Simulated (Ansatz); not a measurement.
# Hf (P6_3/mmc) in Ansatz: reference runs

Aim: a first look at Hf with PBE, on the cell as given and on a disturbed one.

Everything below comes from runs of Ansatz 0.2.0. Logs are shortened: lines on timing, memory, paths and dates and some standing lists are left out, and cuts for length are marked.

**1. Starting point**

Symmetry: P6_3/mmc, No. 194, hexagonal system. The conventional cell has a = 3.197 Å, b = 3.197 Å, c = 5.058 Å, α = 90.00°, β = 90.00°, γ = 120.00°. Hf (site symmetry -6m2) has 12 Hf at 3.13 to 3.20 Å as nearest neighbours.

**2. Single point, PBE**

The input, input.yaml:

```yaml
crystal:
  lattice:
    - [3.1967, 0.0, 0.0]
    - [-1.59835, 2.7684234083, 0.0]
    - [0.0, 0.0, 5.0578]
  atoms:
    - { symbol: Hf, position: [0.6666666667, 0.3333333333, 0.75] }
    - { symbol: Hf, position: [0.3333333333, 0.6666666667, 0.25] }
kpoints:
  mp_grid: { grid: [10, 10, 5] }
scf:
  occupations: { method: fermi_dirac, width: 0.05 }
hamiltonian:
  xc: pbe
  pseudopotentials: { kind: all_electron, lapw: { basis_error: 0.001 } }
output:
  forces: true
  stress: true
  eigenvalues: true
  populations: true
```

Potentials or basis: all-electron LAPW, scalar-relativistic.

Command:

```
> ansatz run input.yaml --threads 1 --pin off --max-ram 2560MiB --backend cpu --events-out ev --progress --plain --runs-dir out
```

Log:

```text
Warning: RAYON_NUM_THREADS=1 ignored (pool sized by the plan → 1); use --threads N
Hf: projections on atomic orbitals take those of the free atom 1s2 2s2 2p6 3s2 3p6 3d10 4s2 4p6 4d10 4f14 5s2 5p6 5d2 6s2, of charge +0.00 (hamiltonian.pseudopotentials.projection_atoms)
LAPW: plane waves up to 7.471 Å⁻¹, error target 1.0e-3 eV per atom; small_component_spin mean_spin; Hf in spheres of 1.565 Å, 36 of its electrons in bands, Dirac shells [] (how accurate: hamiltonian.pseudopotentials.lapw.basis_error, Limitations)
Engine: ansatz 0.2.0, aarch64-unknown-linux-gnu
Pseudopotentials: kind: all_electron
Pseudopotential: Hf, LAPW, valence charge 36, lapw/all_electron/scalar/gaussian/Hf, Koelling and Harmon's equation, gaussian nucleus
Functional definition: PBE
  parameter kappa = 0.804
  parameter beta = 0.06672455060314922
  exchange = pbe_x(kappa = kappa, mu = beta*pi^2/3)
  correlation = pbe_c(beta = beta)
Crystal: 2 atoms, lattice volume = 44.761 Å³
Basis set: ecut = 212.66289712661157 eV, 313 PW (Γ), exchange–correlation at level 2
Bands: 44, of which v1, the nominal top of the filled ones, is band 36 counted from 1 (35 counted from 0)
Symmetry: 24 space group operations
Space group: P63/mmc (ITA 194), of the structure as read, at distance tolerance 3.6e-5 Å
k-points: 42 of 500
Non-local potential: Hf, projectors of the file, none
Initial density: superposition of atomic densities (chi_scale 0.1, normalization cell)
Initial wavefunctions: plane waves of lowest kinetic energy (no species holds an atomic orbital)
Functional: x = pbe(κ = 0.804, μ = 0.2195149727645171), c = pbe(β = 0.06672455060314922)
iter 1 solved again at ethr=2.99e-4 eV; its pass at ethr=1.00e-1 eV (dr2=2.15e-1 eV) is discarded
SCF iter   1: F=—  HF=-820500.724509 eV  |F-HF|=—  |Δ(HF+E_count)|=         —  Δρ=2.33e-2  dr2=2.16e-1  ethr=2.99e-4  ⟨swp⟩=2.6  Hψ=11450  notcnv=0
preconditioner: auto → Kerker (q_TF=auto, 2.953 Å⁻¹)  [metal: Δε(μ)=0.032 eV  Ē_g=17.931 eV  σ=0.050 eV  W_gap=0.16  n_scr=22 (ndim 8)  ℏωp=38.5 eV  f_vac=0.000  D(μ)=1.32/eV (n_scr^D=8)]
SCF iter   2: F=—  HF=-820500.543876 eV  |F-HF|=—  |Δ(HF+E_count)|=   1.81e-1  Δρ=1.44e-2  dr2=9.50e-2  ethr=2.99e-4  ⟨swp⟩=2.0  Hψ=5837  notcnv=0
SCF iter   3: F=—  HF=-820500.515423 eV  |F-HF|=—  |Δ(HF+E_count)|=   2.85e-2  Δρ=1.03e-2  dr2=5.16e-2  ethr=1.32e-4  ⟨swp⟩=2.0  Hψ=5508  notcnv=0
SCF iter   4: F=—  HF=-820500.495803 eV  |F-HF|=—  |Δ(HF+E_count)|=   1.96e-2  Δρ=5.58e-3  dr2=1.68e-2  ethr=7.17e-5  ⟨swp⟩=2.0  Hψ=5166  notcnv=0
iter 5 solved again at ethr=1.22e-6 eV; its pass at ethr=2.34e-5 eV (dr2=8.77e-4 eV) is discarded
SCF iter   5: F=—  HF=-820500.495285 eV  |F-HF|=—  |Δ(HF+E_count)|=         —  Δρ=1.23e-3  dr2=8.76e-4  ethr=1.22e-6  ⟨swp⟩=2.0  Hψ=9273  notcnv=0
the basis was enlarged: its passes take 191.6 KiB over the memory plan, 1 of 1 planned eigensolver slots
SCF iter   6: F=—  HF=-820500.495369 eV  |F-HF|=—  |Δ(HF+E_count)|=   8.39e-5  Δρ=3.71e-4  dr2=6.79e-5  ethr=1.22e-6  ⟨swp⟩=2.0  Hψ=5519  notcnv=0
SCF iter   7: F=—  HF=-820500.495368 eV  |F-HF|=—  |Δ(HF+E_count)|=   1.35e-6  Δρ=1.09e-4  dr2=7.21e-6  ethr=9.43e-8  ⟨swp⟩=2.0  Hψ=5519  notcnv=0
SCF iter   8: F=—  HF=-820500.495367 eV  |F-HF|=—  |Δ(HF+E_count)|=   9.27e-7  Δρ=2.79e-5  dr2=4.88e-7  ethr=1.00e-8  ⟨swp⟩=2.0  Hψ=5519  notcnv=0
SCF iter   9: F=-820500.495367 eV  HF=-820500.495367 eV  |F-HF|=1.48e-8  |Δ(HF+E_count)|=   7.26e-8  Δρ=1.08e-5  dr2=5.82e-8  ethr=6.77e-10  ⟨swp⟩=2.0  Hψ=5519  notcnv=0
SCF 1 converged in 9 iterations: F = -820500.495367 eV  dr2 = 5.82e-8
SCF converged after 9 iterations
Free energy (F): -820500.495367 eV
Harris-Foulkes:  -820500.495367 eV  (|F-HF|=1.48e-8)
Internal energy: -820500.484360 eV  (E = F + TS)
E sigma→0 (E₀):  -820500.489863 eV
Entropy (-TS):   -0.011007 eV (-5.503 meV/atom)
Fermi energy:    20.203640 eV
--- Per-component energies (eV) ---
  E_band       = -3533.901330
  E_kinetic    = 912958.567284
  E_xc         = -16830.341762
  E_electrostatic = -1716628.709882  (all electrons and nuclei)
  E_smearing   = -0.011007  (= −TS)
  E_closure    = 0.000000  (closes the sum)
  E_atoms      = -820485.842060  (free atoms, spherical and without spin; not in F)
  Σ components = -820500.495367   (vs F -820500.495367, Δ=0.00e0)
  Basis errors (estimates in eV, not in F): energy 2.3e-4 per atom: plane waves 1.9e-4 (9.9e-5 summed), levels above the bands 1.7e-69, relativity 6.2e-8, radial functions 4.3e-5, core shells 1.8e-7; eigenvalues (radial functions only) 8.2e-7; not estimated: angular momenta, meshes, grids; target (lapw.basis_error) 1.0e-3; muffin-tin radii Hf 1.565 Å
--- Forces (eV/Å), atoms counted from 1 ---
  atom   1  Hf     0.00000000     0.00000000     0.00000000
  atom   2  Hf    -0.00000000    -0.00000000    -0.00000000
  max |Σ_I F_I| component: 3.70e-17 eV/Å
--- Stress (GPa, compression-positive) ---
        0.726754      -0.000000      -0.000000
        0.000000       0.726754      -0.000000
       -0.000000      -0.000000       0.378143
  P = ⅓ Tr σ = 0.6106 GPa (6.106 kbar)
--- Band table (eV; the first three rows and the last of 42) ---
  k-point 0: bands = ["-181.1258", "-181.1258", "-181.1258", "-181.1258", "-181.1220", "-181.1220", "-181.0983", "-181.0983", "-181.0983", "-181.0983", "-41.7019", "-41.6306", "-10.8420", "-10.1001", "-10.1001", "-9.9734", "-9.9718", "-9.9718", "8.3287", "8.3621", "8.3634", "8.3634", "8.3648", "8.3648", "8.3691", "8.3757", "8.3757", "8.3836", "8.4028", "8.4028", "8.4436", "8.4471", "12.8377", "16.5021", "20.8472", "21.3873", "21.3873", "21.6676", "22.2095", "22.2095", "22.8496", "22.8496", "25.5498", "25.5498"]
  k-point 1: bands = ["-181.1258", "-181.1258", "-181.1258", "-181.1258", "-181.1220", "-181.1220", "-181.0983", "-181.0983", "-181.0983", "-181.0983", "-41.6951", "-41.6375", "-10.7640", "-10.0880", "-10.0880", "-10.0619", "-9.9842", "-9.9842", "8.3301", "8.3503", "8.3503", "8.3611", "8.3659", "8.3659", "8.3663", "8.3830", "8.3830", "8.3853", "8.4082", "8.4082", "8.4439", "8.4468", "13.2007", "16.2869", "20.4247", "21.2267", "21.2267", "21.3581", "21.9321", "21.9321", "23.3987", "23.3987", "25.6559", "25.6559"]
  k-point 2: bands = ["-181.1258", "-181.1258", "-181.1258", "-181.1258", "-181.1220", "-181.1220", "-181.0983", "-181.0983", "-181.0983", "-181.0983", "-41.6773", "-41.6553", "-10.5554", "-10.2875", "-10.0561", "-10.0561", "-10.0164", "-10.0164", "8.3359", "8.3460", "8.3460", "8.3473", "8.3523", "8.3523", "8.3753", "8.3830", "8.4005", "8.4005", "8.4098", "8.4098", "8.4448", "8.4459", "14.1854", "15.4316", "20.1826", "20.6731", "21.1757", "21.1757", "21.4525", "21.4525", "24.4808", "24.4808", "25.4097", "25.4097"]
  k-point 41: bands = ["-181.1258", "-181.1258", "-181.1258", "-181.1258", "-181.1220", "-181.1220", "-181.0983", "-181.0983", "-181.0983", "-181.0983", "-41.6280", "-41.6252", "-10.6427", "-10.6307", "-10.4443", "-10.3660", "-10.1351", "-10.1112", "8.3523", "8.3593", "8.3622", "8.3665", "8.3693", "8.3719", "8.3809", "8.3829", "8.3838", "8.3844", "8.3863", "8.3913", "8.4246", "8.4248", "18.0799", "18.1473", "18.9573", "19.1296", "19.9142", "20.1649", "22.3284", "23.1988", "25.3126", "25.6525", "27.7550", "28.0960"]
--- Löwdin populations: 2 sites ---
  site symbol       q [e]
     0     Hf     71.9280
     1     Hf     71.9280
  spilling = 0.000999 (of n_electrons = 144.000000)
```

Wall time 19 s (1 thread of Arm Neoverse V2, shared host); peak memory 0.33 GiB.

What came out:

```yaml
Free_energy: -820500.4954 eV
Pressure: 0.6 GPa
Band_gap_on_the_k_mesh: none (metal or under the smearing width)
```

Spin-orbit coupling is left out, which matters for the levels of Hf.

**3. Single point, PBE (atoms moved at random, drawn with an rms of 0.05 Å)**

Changes to input.yaml since step 2:

```diff
@@ -6,4 +6,4 @@
   atoms:
-    - { symbol: Hf, position: [0.6666666667, 0.3333333333, 0.75] }
-    - { symbol: Hf, position: [0.3333333333, 0.6666666667, 0.25] }
+    - { symbol: Hf, position: [0.670799, 0.3463, 0.754506] }
+    - { symbol: Hf, position: [0.325654, 0.67287, 0.246675] }
 kpoints:
```

Potentials or basis: all-electron LAPW, scalar-relativistic.

Command:

```
> ansatz run input.yaml --threads 1 --pin off --max-ram 2560MiB --backend cpu --events-out ev --progress --plain --runs-dir out
```

Run time: 1.9 min. Hardware: 1 thread of Arm Neoverse V2, shared host; peak memory 0.86 GiB.

Results (log left out):

```yaml
Free_energy: -820500.4912 eV
Pressure: 0.7 GPa
Largest_force: 0.166 eV/Å
Band_gap_on_the_k_mesh: none (metal or under the smearing width)
```

Forces in eV/Å, atoms in the order of the input:
```
Hf  -0.063 -0.043 -0.147
Hf   0.063  0.043  0.147
```

Stress tensor (GPa, compression positive):
```
0.92 0.25 0.05
0.25 0.57 0.04
0.05 0.04 0.54
```

Levels at points of the mesh, in eV from the Fermi level:
```tsv
k point	band 32	band 33	band 34	band 35	band 36	band 37	band 38	band 39	band 40	band 41
(0.00, 0.00, 0.00)	-11.76	-7.37	-3.70	0.63	1.16	1.20	1.47	1.96	2.03	2.58
(0.00, -0.50, 0.00)	-11.78	-3.37	-2.75	-2.25	-0.79	0.78	0.94	1.71	5.91	6.37
(-0.50, 0.00, 0.00)	-11.78	-3.30	-2.75	-2.16	-0.82	0.75	0.81	1.64	5.86	6.41
(-0.50, -0.50, 0.00)	-11.78	-3.36	-2.75	-2.24	-0.79	0.78	0.93	1.70	5.90	6.37
```

Spin-orbit coupling is left out, which matters for the levels of Hf.
